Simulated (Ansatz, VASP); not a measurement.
## One calculation of MgO, two programs

```
Mg O
1.0
     0.00000    2.25922    2.25922
     2.25922    0.00000    2.25922
     2.25922    2.25922    0.00000
Mg O
1 1
Direct
  0.00000 0.00000 0.00000
  0.25000 0.25000 0.25000
```

Change from the starting cell: volume scaled by 0.9405, PAW files.

Alike in both runs: task electric field gradients; functional PBE; k mesh 13 × 13 × 13; occupations fermi-dirac, width 0.08 eV; no spin polarisation.

|  | VASP | Ansatz |
| --- | --- | --- |
| version | VASP 6.6.1 | Ansatz 0.2.0 |
| potentials or method | VASP PAW PBE potentials, release 64 (Mg, O) | PAW with Ansatz's default frozen-core files, scalar-relativistic |
| plane-wave cutoff (eV) | 520 | 420 |
| valence electrons in the cell | 8 | 16 |

VASP gave:

```
gap on the k mesh at the Fermi level (eV)                      : 3.81
pressure (GPa)                                                 : 7.7
Vzz of the field gradient on the site that differs most (V/Å²) : 0.0
```

What did Ansatz give for the same quantities?

gap on the k mesh at the Fermi level (eV): 3.83; pressure (GPa): 8.0; Vzz of the field gradient on the site that differs most (V/Å²): 0.0.

The two sets of potentials don't hold the same shells in valence.

Caveats: an odd mesh through Γ misses points on the zone boundary, where band edges often lie.
